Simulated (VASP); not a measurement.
Calculation: HSE06 screened hybrid, VASP's PBE PAW potentials (set 64) (plane waves; VASP).

VASP ran on this input.

File KPOINTS:
```
Automatic mesh
0
Gamma
1 1 1
0 0 0
```

File POSCAR:
```
CsPbI3
6.3347540
  1.0000000000   0.0000000000   0.0000000000
  0.0000000000   1.0000000000   0.0000000000
  0.0000000000   0.0000000000   1.0000000000
Cs Pb I
1 1 3
direct
  0.5000000000   0.5000000000   0.5000000000
  0.0000000000   0.0000000000   0.0000000000
  0.0000000000   0.0000000000   0.5000000000
  0.5000000000   0.0000000000   0.0000000000
  0.0000000000   0.5000000000   0.0000000000
```

**INCAR**
```
SYSTEM = CsPbI3
PREC = Accurate; ENCUT = 300; LREAL = .FALSE.
LASPH = .TRUE.; ISYM = 3
EDIFF = 1E-6; NELM = 100; ALGO = Normal
LMAXMIX = 4
ISMEAR = 0; SIGMA = 0.01
GGA = PE; LHFCALC = .TRUE.; AEXX = 0.25
HFSCREEN = 0.2; PRECFOCK = Fast
ISIF = 2
LWAVE = .FALSE.; LCHARG = .FALSE.
```

POTCAR, in this order: Cs_sv Pb_d I (PBE.64 set). Program: vasp_std.

The resulting files:

### OSZICAR
```
       N       E                     dE             d eps       ncg     rms          rms(c)
DAV:   1    -0.701540012418E+04   -0.70154E+04   -0.13995E+04    52   0.926E+02
DAV:   2    -0.731913228997E+04   -0.30373E+03   -0.30109E+03    72   0.264E+02
DAV:   3    -0.734975690472E+04   -0.30625E+02   -0.30602E+02    56   0.106E+02
DAV:   4    -0.735096760787E+04   -0.12107E+01   -0.12106E+01    80   0.280E+01
DAV:   5    -0.209303757429E+02    0.73300E+04   -0.24554E+01    62   0.409E+01    0.747E+00
DAV:   6    -0.208877288843E+02    0.42647E-01   -0.18338E+00    54   0.679E+00    0.637E+00
DAV:   7    -0.208941124756E+02   -0.63836E-02   -0.37240E-01    72   0.238E+00    0.465E+00
DAV:   8    -0.208988680802E+02   -0.47556E-02   -0.41761E-02    62   0.829E-01    0.295E+00
DAV:   9    -0.208984831610E+02    0.38492E-03   -0.53651E-03    54   0.402E-01    0.172E+00
DAV:  10    -0.208976150372E+02    0.86812E-03   -0.22558E-03    70   0.257E-01    0.953E-01
DAV:  11    -0.208966830212E+02    0.93202E-03   -0.11769E-03    70   0.160E-01    0.516E-01
DAV:  12    -0.208959199453E+02    0.76308E-03   -0.60293E-04    54   0.112E-01    0.277E-01
DAV:  13    -0.208954219220E+02    0.49802E-03   -0.33568E-04    62   0.806E-02    0.151E-01
DAV:  14    -0.208951342034E+02    0.28772E-03   -0.17840E-04    62   0.573E-02    0.860E-02
DAV:  15    -0.208949754045E+02    0.15880E-03   -0.97204E-05    54   0.425E-02    0.501E-02
DAV:  16    -0.208948913813E+02    0.84023E-04   -0.56132E-05    70   0.317E-02    0.323E-02
DAV:  17    -0.208948466012E+02    0.44780E-04   -0.29382E-05    62   0.227E-02    0.213E-02
DAV:  18    -0.208948223005E+02    0.24301E-04   -0.15946E-05    70   0.167E-02    0.149E-02
DAV:  19    -0.208948089247E+02    0.13376E-04   -0.85782E-06    54   0.122E-02    0.108E-02
DAV:  20    -0.208948018721E+02    0.70526E-05   -0.47139E-06    62   0.916E-03    0.797E-03
DAV:  21    -0.208947981353E+02    0.37368E-05   -0.25547E-06    54   0.674E-03    0.597E-03
DAV:  22    -0.208947959719E+02    0.21634E-05   -0.13200E-06    54   0.489E-03    0.438E-03
DAV:  23    -0.208947947737E+02    0.11982E-05   -0.80267E-07    46   0.405E-03    0.327E-03
DAV:  24    -0.208947941139E+02    0.65979E-06   -0.48875E-07    38   0.366E-03
   1 F= -.20894794E+02 E0= -.20894794E+02  d E =-.843688E-49
```

OUTCAR:
```
------------------------ aborting loop because EDIFF is reached ----------------------------------------
  FORCE on cell =-STRESS in cart. coord.  units (eV):
  Direction    XX          YY          ZZ          XY          YZ          ZX
  --------------------------------------------------------------------------------------
  Total       -3.9247516     -3.9247516     -3.9247516     -0.0000000     -0.0000000      0.0000000
  in kB      -24.7362291    -24.7362291    -24.7362291     -0.0000000     -0.0000000      0.0000000
  external PRESSURE =     -24.7362291 kB  Pullay stress =       0.0000000 kB
  volume of cell :      254.21
      direct lattice vectors                 reciprocal lattice vectors
     6.334754000  0.000000000  0.000000000     0.157859327  0.000000000  0.000000000
     0.000000000  6.334754000  0.000000000     0.000000000  0.157859327  0.000000000
     0.000000000  0.000000000  6.334754000     0.000000000  0.000000000  0.157859327
 POSITION                                       TOTAL-FORCE (eV/Angst)
 -----------------------------------------------------------------------------------
      3.16738      3.16738      3.16738         0.000000      0.000000      0.000000
      0.00000      0.00000      0.00000         0.000000      0.000000      0.000000
      0.00000      0.00000      3.16738         0.000000      0.000000      0.000000
      3.16738      0.00000      0.00000         0.000000      0.000000      0.000000
      0.00000      3.16738      0.00000         0.000000      0.000000      0.000000
 -----------------------------------------------------------------------------------
    total drift:                               -0.000037     -0.000002     -0.000018
  FREE ENERGIE OF THE ION-ELECTRON SYSTEM (eV)
  ---------------------------------------------------
  free  energy   TOTEN  =       -20.8947941139 eV

  energy  without entropy=      -20.8947941139  energy(sigma->0) =      -20.89479411

  exchange ACFDT corr.  =         0.00000000  see jH, gK, PRB 81, 115126
```
(Selected blocks of OUTCAR.)

At this cut-off the stress carries a Pulay error, which pulls relaxed volumes low.

The structure comes from a computed database's CsPbI3 entry; how it stands against other phases isn't given here. The cell was not relaxed at this level. The k-mesh is coarse (spacing up to 0.99 per Å, 2π included), so the numbers may not be converged in it. The run is one of a series of settings (KPOINTS 1×1×1 Γ-centred mesh against the base run), some of them coarse on purpose.
